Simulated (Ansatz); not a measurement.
# Electron scattering at the twin(10-12) boundary in hcp Ru with Re (substitutional), part 2 of 2

Aim: the relaxed structure and the specific resistance of the twin(10-12) boundary in hcp Ru with Re (substitutional).

Ansatz 0.2.0; Ansatz plane-wave DFT, PBE, PAW files; relaxation of a bicrystal slab with its lowest layers held; PAW set soft_1 (the session's first sound run).

So far. Step 2 (Relaxing the bicrystal): The largest force component on a free atom ends at 0.0074 eV/Å, under the tolerance of 0.03, after 6 steps.

## Step 3: Transmission across the boundary

Bulk layers of each grain are laid under and over the relaxed boundary, and a lead is named in the middle of each, away from the free faces. The mesh across the current, 10×24, is finer than the density's, because channels open and close sharply across the zone. Energies from -0.1 to 0.1 eV in steps of 0.05 eV are too few for the program's thermal sum, so it prints no conductance; for a metal the transmission near the Fermi level serves, at a fraction of the cost.

This step: Ansatz plane-wave DFT, PBE, PAW files; ballistic transport by layer matching (Landauer), zero bias; boundary relaxed in a short slab, bulk layers laid on; PAW set soft_1 (Ansatz 0.2.0).

System of this step: twin(10-12) boundary in hcp Ru with Re (substitutional). The cell holds 57 atoms: 56 Ru and 1 Re. Cell: a = 6.348 Å, b = 2.706 Å, c = 52.957 Å, α = 90.0°, β = 90.0°, γ = 90.0°. It derives from Ru. Regions: lower grain, 22 atoms (22 Ru); boundary, 17 atoms (16 Ru and 1 Re); upper grain, 18 atoms (18 Ru). Vacuum lies along c.

Contents of input.yaml:

```yaml
crystal:
  lattice:
    - [6.3481279548, 0.0, 0.0]
    - [0.0, 2.7058, 0.0]
    - [0.0, 0.0, 52.9571126925]
  atoms:
    - { symbol: Ru, position: [4.837733358, -6.5833333333, 0.0755328189] }
    - { symbol: Ru, position: [4.1560563199, -7.0833333334, 0.095430461] }
    - { symbol: Ru, position: [4.5652178008, -6.0833333333, 0.105379282] }
    - { symbol: Ru, position: [3.8835407627, -6.5833333334, 0.1252769241] }
    - { symbol: Ru, position: [4.2927022436, -5.5833333333, 0.1352257452] }
    - { symbol: Ru, position: [3.6110252055, -6.0833333334, 0.1551233873] }
    - { symbol: Ru, position: [4.0201866864, -5.0833333333, 0.1650722083] }
    - { symbol: Ru, position: [3.3385096483, -5.5833333334, 0.1849698504] }
    - { symbol: Ru, position: [3.7476711292, -4.5833333333, 0.1949186715] }
    - { symbol: Ru, position: [3.0659940911, -5.0833333334, 0.2148163136] }
    - { symbol: Ru, position: [3.475155572, -4.0833333333, 0.2247651346] }
    - { symbol: Ru, position: [2.7934785339, -4.5833333334, 0.2446627767] }
    - { symbol: Ru, position: [3.2026400148, -3.5833333333, 0.2546115978] }
    - { symbol: Ru, position: [2.5209629767, -4.0833333334, 0.2745092399] }
    - { symbol: Ru, position: [2.9301244576, -3.0833333333, 0.284458061] }
    - { symbol: Ru, position: [2.2484474195, -3.5833333334, 0.3043557031] }
    - { symbol: Ru, position: [2.6576089004, -2.5833333333, 0.3143045241] }
    - { symbol: Ru, position: [1.9759318623, -3.0833333334, 0.3342021662] }
    - { symbol: Ru, position: [2.3850933432, -2.0833333333, 0.3441509873] }
    - { symbol: Ru, position: [1.7034163051, -2.5833333334, 0.3640486294] }
    - { symbol: Ru, position: [2.112577786, -1.5833333333, 0.3739974504] }
    - { symbol: Ru, position: [1.4309007479, -2.0833333334, 0.3938950925] }
    - { symbol: Ru, position: [0.8400622288, 0.9166666667, 0.4038439136] }
    - { symbol: Ru, position: [0.1583851907, 0.4166666667, 0.4237415557] }
    - { symbol: Ru, position: [0.5660288226, 0.4166666667, 0.4333987546] }
    - { symbol: Ru, position: [0.8795716388, 0.9166666667, 0.4533836526] }
    - { symbol: Ru, position: [0.2905165881, 0.9166666667, 0.4638886464] }
    - { symbol: Ru, position: [0.6098538274, 0.4166666667, 0.4830662667] }
    - { symbol: Ru, position: [0.0207839178, 0.4166666667, 0.4946228611] }
    - { symbol: Ru, position: [0.3334369784, 0.9166666667, 0.5158146441] }
    - { symbol: Ru, position: [0.7421103514, 0.9166666667, 0.5217443391] }
    - { symbol: Re, position: [0.078708307, 0.4166666667, 0.5446978592] }
    - { symbol: Ru, position: [0.7393522999, 0.9166666667, 0.5677971368] }
    - { symbol: Ru, position: [0.3307449101, 0.9166666667, 0.5740406876] }
    - { symbol: Ru, position: [0.0170437957, 0.4166666667, 0.5948547154] }
    - { symbol: Ru, position: [0.6061713135, 0.4166666667, 0.6065441183] }
    - { symbol: Ru, position: [0.2871922197, 0.9166666667, 0.6259799295] }
    - { symbol: Ru, position: [0.8785977916, 0.9166666667, 0.6358158583] }
    - { symbol: Ru, position: [0.5622207987, 0.4166666667, 0.6559845251] }
    - { symbol: Ru, position: [1.1520863333, -1.5833333334, 0.6657978338] }
    - { symbol: Ru, position: [1.8337633714, -1.0833333333, 0.6856954759] }
    - { symbol: Ru, position: [1.4246018905, -2.0833333334, 0.6956442969] }
    - { symbol: Ru, position: [2.1062789286, -1.5833333333, 0.715541939] }
    - { symbol: Ru, position: [1.6971174477, -2.5833333334, 0.7254907601] }
    - { symbol: Ru, position: [2.3787944858, -2.0833333333, 0.7453884022] }
    - { symbol: Ru, position: [1.9696330049, -3.0833333334, 0.7553372233] }
    - { symbol: Ru, position: [2.651310043, -2.5833333333, 0.7752348654] }
    - { symbol: Ru, position: [2.2421485621, -3.5833333334, 0.7851836864] }
    - { symbol: Ru, position: [2.9238256002, -3.0833333333, 0.8050813285] }
    - { symbol: Ru, position: [2.5146641193, -4.0833333334, 0.8150301496] }
    - { symbol: Ru, position: [3.1963411574, -3.5833333333, 0.8349277917] }
    - { symbol: Ru, position: [2.7871796765, -4.5833333334, 0.8448766127] }
    - { symbol: Ru, position: [3.4688567146, -4.0833333333, 0.8647742548] }
    - { symbol: Ru, position: [3.0596952337, -5.0833333334, 0.8747230759] }
    - { symbol: Ru, position: [3.7413722718, -4.5833333333, 0.894620718] }
    - { symbol: Ru, position: [3.3322107909, -5.5833333334, 0.904569539] }
    - { symbol: Ru, position: [4.013887829, -5.0833333333, 0.9244671811] }
kpoints:
  mp_grid: { grid: [4, 9, 1] }
hamiltonian:
  xc: pbe
  pseudopotentials: { kind: paw, azcp: { folder: soft_1 } }
scf:
  occupations: { method: fermi_dirac, width: 0.1 }
output:
  transmission:
    leads: [[12, 14], [45, 47]]
    kmesh: [10, 24]
    e_range: [-0.1, 0.1]
    de: 0.05
  write_potential: true
  write_density: true
  volumetric_format: npy
  elf: true
```

Launch:

```console
$ ansatz run input.yaml --threads 4 --pin off --max-ram 15360MiB --backend cpu --events-out ev --progress --plain --runs-dir out
```

Numbers of over 12 decimals in the logs are rounded to 6 here.

The program printed:

```text
[...]
Crystal: 57 atoms, lattice volume = 909.632 Å³
Basis set: ecut = 420 eV, 17853 PW (Γ)
Bands: 547, of which v1, the nominal top of the filled ones, is band 456 counted from 1 (455 counted from 0)
Symmetry: 2 space group operations
[...]
k-points: 15 of 36 (time reversal used)
[...]
SCF iter   1: F=—  HF=-340107.576230 eV  |F-HF|=—  |Δ(HF+E_count)|=         —  Δρ=1.13e-1  dr2=4.27e2  ethr=3.10e-3  ⟨swp⟩=6.7  Hψ=28836  notcnv=0
[...]
SCF iter  12: F=-340070.804660 eV  HF=-340070.804660 eV  |F-HF|=5.03e-8  |Δ(HF+E_count)|=   2.28e-8  Δρ=1.47e-6  dr2=6.85e-8  ethr=1.10e-11  ⟨swp⟩=9.6  Hψ=23974  notcnv=0
SCF 1 converged in 12 iterations: F = -340070.804660 eV  dr2 = 6.85e-8
[...]
transmission: 601 of 6006 steps passed
transmission: 1202 of 6006 steps passed
[...]
transmission: 6006 of 6006 steps passed
WARN: The input density's exchange-correlation potential varies sharply where the density is thin. Do not read a vacuum level from v_tot or v_xc, or from such a field of the output density. On a cell that repeats whose density bears no net charge and no dipole along the vacuum's axis use v_es (v_loc + v_h of the components); under efield.dipole_correction with no amplitude use v_es + v_field, which holds any external [...]
SCF converged after 12 iterations
the last check of whether an eigenvalue changes by more than its tolerance under the output density was not made (no_room)
Free energy (F): -340070.804660 eV
[...]
Internal energy: -340069.150023 eV  (E = F + TS)
E sigma→0 (E₀):  -340069.977341 eV
Entropy (-TS):   -1.654637 eV (-29.029 meV/atom)
Fermi energy:    19.237593 eV
[...]
--- Band table (eV; the first three rows and the last of 15) ---
  k-point 0: bands = [... 452 lower, 18.8005, 18.8320, 18.8439, 18.8538, 18.8656, 18.9218, 18.9795, 19.0597, ... 87 higher]
  k-point 1: bands = [... 452 lower, 18.5558, 18.5702, 18.5976, 18.6306, 18.6621, 18.7033, 18.7336, 18.7844, ... 87 higher]
  k-point 2: bands = [... 452 lower, 18.5116, 18.5220, 18.5487, 18.5895, 18.6382, 18.7022, 18.7470, 18.7767, ... 87 higher]
  k-point 14: bands = [... 452 lower, 20.1766, 20.1941, 20.2522, 20.2877, 20.2955, 20.3146, 20.3459, 20.3535, ... 87 higher]
--- Transmission ---
  basis      : 149 plane waves across, 77 finite elements along
  points     : 78, standing for a mesh of 10 x 24
  energies   : 5 from -0.100000 to 0.100000 eV about the Fermi level, 0.050000 eV apart; the leads are filled to 0.000000 eV, and channels, transmission and decay are at 0.000000 eV
  crystal 0  : Ru4, at the sites [12, 14], period 3.1612 Å, over 18.97 Å; its Hamiltonian steps by up to 35.6 meV: too much for a lead, lay more layers or, if its atoms are ordered, name the step of that order
    offset         : up to 0.0000 Å between an atom of the period and one for which it stands
    channels       : 3.833333e0 a spin
    conductance    : none, the energies end too early or step too widely for 300 K: set another output.transmission.e_range or a lower de, or, where they end at an eighth of basis.ecutwfc, a higher one
[...]
channels       : 3.833333e0 a spin
[...]
junction   : crystal 0 to crystal 1, 13.39 to 38.33 Å
    transmission   : 1.873634e0 a spin
[...]
```

The job ended after 18 min (4 threads of Arm Neoverse V1, shared host; peak memory 10 GiB).

This step gave:

```
free energy                                    : -340070.8047 eV
energy at zero smearing                        : -340069.9773 eV
Fermi energy                                   : 19.24 eV
cell area                                      : 17.18 Å²
transmission per spin nearest the Fermi level  : 1.874
open channels per spin nearest the Fermi level : 3.833
open channels per spin, upper lead             : 3.833
step of the lead's potential                   : 35.6 meV
step of the upper lead's potential             : 22.9 meV
```

Per spin. Transmission, zone mean against energy, zero at the Fermi level:

| energy (eV) | transmission, zone mean |
| --- | --- |
| -0.1000 | 2.05 |
| -0.0500 | 1.96 |
| 0.0000 | 1.87 |
| 0.0500 | 1.80 |
| 0.1000 | 1.81 |

Per spin. The open channels, zone mean by energy, zero at the Fermi level:

| energy (eV) | lead | upper lead |
| --- | --- | --- |
| -0.1000 | 3.94 | 3.96 |
| -0.0500 | 3.92 | 3.9 |
| 0.0000 | 3.83 | 3.83 |
| 0.0500 | 3.73 | 3.73 |
| 0.1000 | 3.82 | 3.82 |

Transmission over k1 and k2. At 0.0000 eV from the Fermi level.

Values, 22 rows by 10 columns, each cell a mean:
```
1.52 1.67 2.66 2.31 3.78 0.70 3.78 2.31 2.66 1.67
1.46 0.92 1.97 2.17 1.74 1.22 1.74 2.17 1.97 0.92
1.28 1.17 1.94 1.62 1.69 1.35 1.69 1.62 1.94 1.17
1.22 1.28 1.08 1.30 1.29 1.25 1.29 1.30 1.08 1.28
2.07 1.80 1.10 1.19 1.60 1.73 1.60 1.19 1.10 1.80
2.23 1.80 1.37 1.36 1.75 1.96 1.75 1.36 1.37 1.80
1.84 2.03 1.15 1.30 1.86 2.18 1.86 1.30 1.15 2.03
2.55 2.14 1.28 1.07 1.73 2.06 1.73 1.07 1.28 2.14
3.13 2.22 2.44 1.33 1.61 1.90 1.61 1.33 2.44 2.22
3.99 3.11 2.71 2.13 2.60 1.78 2.60 2.13 2.71 3.11
4.16 3.40 2.58 2.67 2.82 1.58 2.82 2.67 2.58 3.40
4.07 3.20 2.70 2.20 2.70 1.77 2.70 2.20 2.70 3.20
3.16 2.22 2.56 1.36 1.61 1.88 1.61 1.36 2.56 2.22
2.63 2.16 1.31 1.05 1.72 2.05 1.72 1.05 1.31 2.16
1.86 2.03 1.12 1.28 1.85 2.17 1.85 1.28 1.12 2.03
2.14 1.85 1.37 1.37 1.77 2.00 1.77 1.37 1.37 1.85
2.17 1.76 1.14 1.21 1.60 1.72 1.60 1.21 1.14 1.76
1.26 1.37 1.05 1.27 1.33 1.31 1.33 1.27 1.05 1.37
1.25 1.14 1.86 1.60 1.63 1.32 1.63 1.60 1.86 1.14
1.45 0.95 2.00 2.13 1.75 1.25 1.75 2.13 2.00 0.95
1.51 1.60 2.60 2.30 3.59 0.74 3.59 2.30 2.60 1.60
1.53 0.31 3.07 2.82 4.19 0.94 4.19 2.82 3.07 0.31
```
Columns: k1 (b1) from -0.5 to 0.4; rows upwards: k2 (b2) from -0.5 to 0.458.

Open channels over k1 and k2. At 0.0000 eV from the Fermi level.

Ten even steps from '0' (2.00) to '9' (8.00):
```
0133818331
0013515310
0011313110
0011101110
3301333103
6311111113
3511111115
3331111133
6551111155
6563111365
9865535568
9866535668
9865535568
6563111365
6551111155
3331111133
3511111115
6311111113
3301333103
0011101110
0011313110
0013515310
0133818331
0033606330
```
Columns: k1 (b1) from -0.5 to 0.4; rows upwards: k2 (b2) from -0.5 to 0.458.

ELF in the ca plane at fractional y = 0.417, with atoms of Ru and Re within 0.2 Å of it. It is the smooth field of the valence electrons, not physical close to the nuclei.

Ten even steps from '0' (0.10) to '9' (0.70), each cell a mean:
```
22333212333232378853333553232578742323332123
33333222233333235422333222342245423333322223
23333222233233333223333333333223333323322223
23333321233332232333222332222332332233321233
22223322323323664233332222333323564233222223
22222257742336887323322222233336887332367532
22221377773337778422221111123237778433687851
33222487774336887322210000122226887333777852
33333268752323453233210000122323553232478632
23333234422333211233221001123332122332234323
33333333333333222223332222333322223333333333
23332343233233222222333223433222223333323332
32323676323333321233343223433322233333325764
63336878523233322223434675343222123323247776
85336878522222246532328998333246522222148777
84323777422221478863339779533578841222236875
52332333232222486774338999433676862222323432
```
Columns run along c (16.0 Å, from fractional 0.38 to 0.68 of the cell), rows up along a (6.3 Å). Atoms in or near the plane, at fractional coordinates: Ru at (0.42, 0.16), Ru at (0.43, 0.57), Ru at (0.48, 0.61), Ru at (0.49, 0.02), Re at (0.54, 0.08), Ru at (0.59, 0.02), Ru at (0.61, 0.61), Ru at (0.66, 0.56), Ru at (0.67, 0.15).

Valence density in the ca plane at fractional y = 0.417, with atoms of Ru and Re within 0.2 Å of it. It is the smooth field of the valence electrons, not physical close to the nuclei.

Values in units of 1e0 e/Å³, 9 rows by 16 columns, each cell a mean:
```
0.4 0.3 0.3 0.3 0.3 2.1 3.1 0.4 0.9 0.5 0.9 4.3 0.6 0.3 0.3 0.3
0.4 0.3 0.2 0.3 0.3 0.4 0.4 0.3 0.2 0.3 0.3 0.5 0.4 0.3 0.3 0.3
0.4 0.3 1.2 0.8 0.7 3.9 0.7 0.3 0.2 0.3 0.3 2.1 2.5 0.4 1.3 0.5
0.3 0.3 6.5 4.0 1.4 8.8 1.3 0.2 0.1 0.1 0.3 5.1 6.1 0.8 7.7 2.2
0.3 0.4 3.8 2.4 0.5 2.1 0.4 0.2 0.1 0.1 0.2 1.4 1.6 0.5 4.9 1.5
0.3 0.3 0.5 0.4 0.3 0.3 0.3 0.3 0.1 0.2 0.3 0.2 0.3 0.3 0.5 0.4
0.5 0.9 3.2 0.5 0.3 0.2 0.3 0.4 0.5 0.4 0.3 0.2 0.3 0.3 1.3 2.5
2.6 2.3 8.6 0.8 0.2 1.0 1.5 0.5 3.9 1.9 0.5 1.7 0.4 0.3 3.8 7.5
1.8 0.8 2.4 0.4 0.2 4.4 6.7 0.6 5.1 2.5 1.8 8.5 1.0 0.2 1.3 2.4
```
Columns run along c (16.0 Å, from fractional 0.38 to 0.68 of the cell), rows up along a (6.3 Å). Atoms in or near the plane, at fractional coordinates: Ru at (0.42, 0.16), Ru at (0.43, 0.57), Ru at (0.48, 0.61), Ru at (0.49, 0.02), Re at (0.54, 0.08), Ru at (0.59, 0.02), Ru at (0.61, 0.61), Ru at (0.66, 0.56), Ru at (0.67, 0.15).

Electrostatic potential energy in the ca plane at fractional y = 0.417, with atoms of Ru and Re within 0.2 Å of it. With pseudopotentials it is smooth inside the atoms' cores, unlike the true potential.

Ten even steps from '0' (-73 eV) to '9' (22 eV), each cell a mean:
```
99999999999999731158997667899620269999999999
99999999999999976689999999999865689999999999
99999999999999999999999999999999999999999999
89999999999999889999999999999999889999999999
89999988899997546899999999999997557999988899
89999853369984103799999999999984103799743589
99999720038973001799999999999973002698400169
99999720037985113899999999999984113798400159
99999842258998667999999999999998657999621379
99999987789999999999999999999999999999877899
99999999999999999999999999999999999999999999
99999878999999999999999999999999999999998889
89997424799999999999999889999999999999985347
47985101589999998899997556899998999999962004
16985001589999864579984223799865689999961003
26997324799999730148973112698510269999974226
58999878999999610038984224798400059999998778
```
Columns run along c (16.0 Å, from fractional 0.38 to 0.68 of the cell; values clipped at the 3rd and 97th percentile), rows up along a (6.3 Å). Atoms in or near the plane, at fractional coordinates: Ru at (0.42, 0.16), Ru at (0.43, 0.57), Ru at (0.48, 0.61), Ru at (0.49, 0.02), Re at (0.54, 0.08), Ru at (0.59, 0.02), Ru at (0.61, 0.61), Ru at (0.66, 0.56), Ru at (0.67, 0.15).

Over the solved energies the transmission per spin lies between 1.80 and 2.05, out of 3.85 channels of the lead on average (up to 3.94). The log calls the step of a lead's potential too much.

## Step 4: Specific resistance

This step: Ansatz plane-wave DFT, PBE, PAW files; ballistic transport by layer matching (Landauer), zero bias; specific resistance of the boundary; PAW set soft_1 (Ansatz 0.2.0).

Numbers from this step:

```yaml
area_resistance: 0.5921 fΩ m²
t_over_the_leads_mean_channel_count: 0.4932
```

Averaged over the energies near the Fermi level, 49.3 % of the channels pass, which makes 0.592 fΩ m².

By hand, with T and the leads' channels N averaged over the energies near the Fermi level: RA = A (h/2e²)(1/T − ½[1/N₁ + 1/N₂]) = 17.18×10⁻²⁰ m² × 12 906 Ω × (1/1.898 − ½[1/3.848 + 1/3.848]) = 0.592 fΩ m².

## Step 5: Results

- specific resistance of the boundary: 0.592 fΩ m²
- share of channels that pass: 0.493

What this shows: The boundary has a specific resistance of 0.59 fΩ m². The boundary reflects 51 % of the channels; 0.59 fΩ m² is 5.9×10⁻¹² Ω·cm². One Re in 17.2 Å² of boundary is a high coverage. Each plane of this narrow cell holds one atom, so the solute fills a whole plane. One starting structure was relaxed; another shift or atom count at the boundary may lie lower. Spin-orbit coupling is left out, which matters for Re. A lead's potential steps by up to 36 meV from period to period, which the log calls too much, so longer leads could move the result.

[Logs are printed without paths, hosts, clocks, repeated set-up lines and the standing remarks that a program may print on its own settings, such as how far it seeks lower states.]

[Hosts, paths, dates, database ids (printed as entryN), source tags and the programs' standing remarks are cut or masked in the printed files.]
